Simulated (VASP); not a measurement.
CuI (Marshite):

```
CELL_PARAMETERS angstrom
0.00000 3.11028 3.11028
3.11028 0.00000 3.11028
3.11028 3.11028 0.00000
ATOMIC_POSITIONS crystal
I 0.00000 0.00000 0.00000
Cu 0.75000 0.75000 0.75000
```

The cell isn't the ideal one: volume scaled by 1.08.

```yaml
Program: VASP 6.6.1
Task: relaxation of cell and atoms
Functional: RPBE
Dispersion: D3(BJ)
Potentials_or_basis: VASP PAW PBE potentials, release 64 (I, Cu)
Cutoff: 600 eV
k_mesh: 8 × 8 × 8
Occupations: gaussian, width 0.01 eV
Spin: no spin polarisation
```

At the start: pressure -8.4 GPa; volume 30.09 Å³/atom.

Problem. Where does the relaxation end?

Solution. Over 6 steps the energy falls by 214.0 meV/atom and the volume is 23.67 Å³/atom (-21.3 %); space group F-43m (No. 216, to 0.05 Å).

The path:
```csv
step,energy change (eV),largest force (eV/Å),pressure (GPa),volume (Å³)
1,0.0000,0.0000,-8.43,60.18
2,-0.1021,0.0000,-7.88,58.17
3,-0.3392,0.0000,7.38,43.09
4,-0.4201,0.0000,-1.70,48.73
5,-0.4278,0.0000,-0.21,47.51
6,-0.4279,0.0000,-0.01,47.34
```

Final structure:
```xyz
2
Lattice="0.0000 2.8712 2.8712 2.8712 0.0000 2.8712 2.8712 2.8712 0.0000" Properties=species:S:1:pos:R:3 pbc="T T T"
I     0.0000    0.0000    0.0000
Cu    4.3068    4.3068    4.3068
```

Caveat: the PAW data sets were made with another functional, which shifts forces and pressure a little.
